**Q:** The primitive cell of tungsten disilicide holds three atoms, yet the table has nine rows. What are they?

VASP 6.6.1 calculation with PBE and PAW potentials (W_sv, Si) for WSi₂ (I4/mmm) at its relaxed cell, without spin polarisation, using a 600 eV plane-wave cutoff, a 7×7×7 k mesh and Gaussian smearing of 0.02 eV. The harmonic phonon frequencies come from finite displacements of 0.015 Å; phonon q row 1 is the wave vector (0, 0, 0).

```tsv
row	phonon q row (row)	phonon frequency (cm⁻¹)
1	1	0.0
2	1	0.0
3	1	0.0
4	1	251.9
5	1	251.9
6	1	295.4
7	1	328.5
8	1	328.5
9	1	444.7
```

**A:** They are nine ways in which one crystal can vibrate, three for each atom in the cell. All belong to the same wave vector, zero, at which every cell moves in step with its neighbours. In rows 1–3 the whole crystal shifts, no bond is stretched, and the frequency is zero. In the other six the atoms inside the cell move against each other.

**Q:** Why do two of the frequencies occur twice?

**A:** The crystal has a fourfold axis, called c, so the two directions across it are equivalent. Rows 4–5 are one motion across the axis and rows 7–8 another, while rows 6 and 9 are motions along it. Tungsten sits midway between two silicon atoms, which leaves two patterns for each direction. Either the silicon atoms move together and tungsten moves against them, or they move oppositely and tungsten stays at rest.

**Q:** Then the lower frequency must be the one in which heavy tungsten moves?

**A:** It is, but not simply because a heavy atom moves slowly. Let m and M be the masses of silicon and tungsten. Let K_W be the total stiffness that ties a silicon atom to the tungsten atoms, and K_Si the stiffness that ties it to the other silicon atom of the cell and its copies, which include all its nearest silicon neighbours. With ω for the angular frequency, which is proportional to the tabulated one, the balance of forces gives

- silicon atoms together, tungsten against them: ω² = K_W (1/m + 2/M)
- silicon atoms opposed, tungsten at rest: ω² = (K_W + 2K_Si)/m

The recoil of tungsten adds the term 2/M, which raises the first frequency. The second gains from the silicon–silicon springs, which the first pattern leaves unstretched.

To see how large these two effects are, take row 4, at 251.9 cm⁻¹, and hold tungsten still. The factor to remove is √(1 + 2m/M) = √(1 + 2 × 28.09/183.8) ≈ 1.14, which leaves about 220 cm⁻¹. The opposed motion would have this same frequency if silicon did not couple to silicon. Row 7 lies at 328.5 cm⁻¹, so the silicon–silicon springs matter far more than the recoil. The weight of tungsten counts by keeping the recoil small: the first pattern lies lower only while K_Si/m exceeds K_W/M, and with the in-plane stiffnesses printed below a metal lighter than 28.09 × 80.43/49.08 ≈ 46.0 u would reverse the two doublets. Both rows were used to find the stiffnesses, so this divides up their frequencies but does not test the model.

**Q:** Could you have the two patterns the wrong way round?

**A:** I infer the assignment from the forces, not from computed displacements. Swapping the two doublets would need K_Si = −15.88 N/m across the axis, and swapping the two single modes −53.13 N/m along it: silicon neighbours only 2.6 Å apart would drive each other further out of place. That is unlikely, though less firmly excluded for the doublets. Experiment points the same way. Only the opposed motions appear in a Raman spectrum, and the measured lines, as I roughly recall them, lie near 330 and 450 cm⁻¹, close to rows 7–9.

**Q:** What would a lighter metal change?

**A:** If the metal had half the mass and the springs stayed the same, rows 4–6 would rise by about 11 % and rows 7–9 would not move; row 6 would land near 328 cm⁻¹, level with rows 7–8. A real change of element alters the springs too. If a Raman line of this structure shifts when the metal is exchanged, it therefore reports changed bonding, not the mass of the metal.

**Q:** Why is row 9 so much higher than the rest?

**A:** Each silicon atom has five tungsten and five silicon neighbours; any count of ten silicon neighbours quoted with the structure ignores the difference. In each group one neighbour lies along c and four lie at a slant. I gave all contacts within a group the same spring, set the two springs from the paired rows, and predicted the two single ones. Row 6 comes out 2 % too low, but row 9 comes out at 379 instead of 444.7 cm⁻¹.

So the directions of the bonds match the tungsten–silicon part, on a single test, and miss the silicon–silicon part badly. My guess is that the silicon contact along c is much the stiffer. It would have to be about twice as stiff as a slanted one, more than its slightly shorter length (2.6 against 2.645 Å) would be expected to give. Resistance to bond bending, or forces from more distant atoms, could have the same effect. The elastic constants of the run show that pair springs are not the whole story: with pair forces alone and the atoms clamped, C13 would equal C44 and C12 would equal C66, whereas in the run C13 is less than half of C44 and C12 lies well below C66. The output printed below gives the stiffnesses and both predictions.

**Q:** Which digits would you trust?

**A:** I would trust the order of the modes and the gaps between them, the smallest of which is 328.5 − 295.4 ≈ 33 cm⁻¹, but not the decimals. The zeros in rows 1–3 show that shifting the crystal costs no energy, which is no measure of accuracy for the other rows. The mesh is modest for a metal with so little smearing, and PBE tends to make crystals too large and their vibrations too soft.

**Q:** No frequency is imaginary. Is the crystal then stable?

**A:** It is stable against small shifts of the atoms that repeat identically in every cell, and the elastic constants from the same run show that it also resists small changes of cell shape. Whether it also resists distortions in which neighbouring cells move out of step is still open, and only frequencies at other wave vectors can settle it.

Printed output of the fit:

```
In-plane mode with W held still, or Eg without Si-Si coupling (1/cm): 220.5
Mode along c with W held still, or A1g without Si-Si coupling (1/cm): 258.5
Rise of Eu and A2u if the W mass were halved at fixed springs (%): 11.09
Summed Si-W coupling in plane (N/m): 80.43
Summed Si-W coupling along c (N/m): 110.6
Summed coupling of Si to the other Si in plane (N/m): 49.08
Summed coupling of Si to the other Si along c (N/m): 108.3
Si-Si coupling in plane if Eu and Eg were swapped (N/m): -15.88
Si-Si coupling along c if A2u and A1g were swapped (N/m): -53.13
Si-Si coupling, ratio along c to in plane, from frequencies: 2.207
Same ratio from bond directions with equal springs: 1.35
A2u predicted from Eu with equal Si-W springs (1/cm): 288.3
Miss of the A2u prediction (%): -2.419
A1g predicted from the doublets with equal springs (1/cm): 379.1
Miss of the A1g prediction (%): -14.75
Relaxed W-Si contact along c (Å): 2.632
Relaxed slanted W-Si contact (Å): 2.628
Relaxed Si-Si contact along c (Å): 2.6
Relaxed slanted Si-Si contact (Å): 2.645
Relaxed volume per atom (Å^3): 13.68
```
